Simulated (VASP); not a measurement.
## HfS2: relaxation of shape and atoms at fixed volume with PBE+D3(BJ)

Crystal: HfS2.

```
Hf S
1.0
     3.59936    0.00000    0.00000
    -1.79968    3.11714    0.00000
     0.00000    0.00000    5.76533
Hf S
1 2
Direct
  0.00000 0.00000 0.00000
  0.66667 0.33333 0.74789
  0.33333 0.66667 0.25211
```

The cell is a database's computed one.

```
Program                : VASP 6.6.1
Task                   : relaxation of shape and atoms at fixed volume
Functional             : PBE
Dispersion             : D3(BJ)
Potentials or basis    : VASP PAW PBE potentials, release 64 (Hf_pv, S)
Cutoff                 : 600 eV
k mesh                 : 9 × 9 × 5
Occupations            : gaussian, width 0.03 eV
Spin                   : no spin polarisation
Further INCAR settings : ALGO = Normal; EDIFF = 1e-07; IBRION = 2; EDIFFG = -0.01; NSW = 40; ISIF = 4
```

| Property | Result |
| --- | --- |
| Pressure after relaxing | 0.0 GPa |
| Largest force after relaxing | 0.004 eV/Å |
| Band gap on the k mesh | 0.91 eV, indirect (least direct gap 1.86 eV) |
| Dispersion energy per atom | -0.342 eV |

Forces in eV/Å, atoms in the order of the input:
```
Hf   0.000  0.000  0.000
S    0.000  0.000 -0.004
S    0.000  0.000  0.004
```

Final structure:
```
CELL_PARAMETERS angstrom
3.59936 0.00000 0.00000
-1.79968 3.11714 0.00000
0.00000 0.00000 5.76533
ATOMIC_POSITIONS crystal
Hf 0.00000 0.00000 0.00000
S 0.66667 0.33333 0.74789
S 0.33333 0.66667 0.25211
```

Levels at points of the mesh, in eV from the valence-band top:
| k point | band 7 | band 8 | band 9 | band 10 | band 11 | band 12 | band 13 | band 14 | band 15 |
| --- | --- | --- | --- | --- | --- | --- | --- | --- | --- |
| (0.00, 0.00, 0.00) | -2.88 | -2.88 | -0.16 | -0.16 | 0.00 | 1.89 | 1.89 | 2.44 | 5.22 |

Run time: 28 s on 1 thread of Intel(R) Xeon(R) 6975P-C (Granite Rapids) (shared host), peak memory 0.24 GiB.

The gap isn't set beside the measured one, since this odd mesh misses points on the zone boundary.

Caveat: the relaxation stopped at its first step, so nothing moved; spin-orbit coupling is left out, which moves the levels of the heavy elements; an odd mesh through Γ misses points on the zone boundary, where band edges often lie.
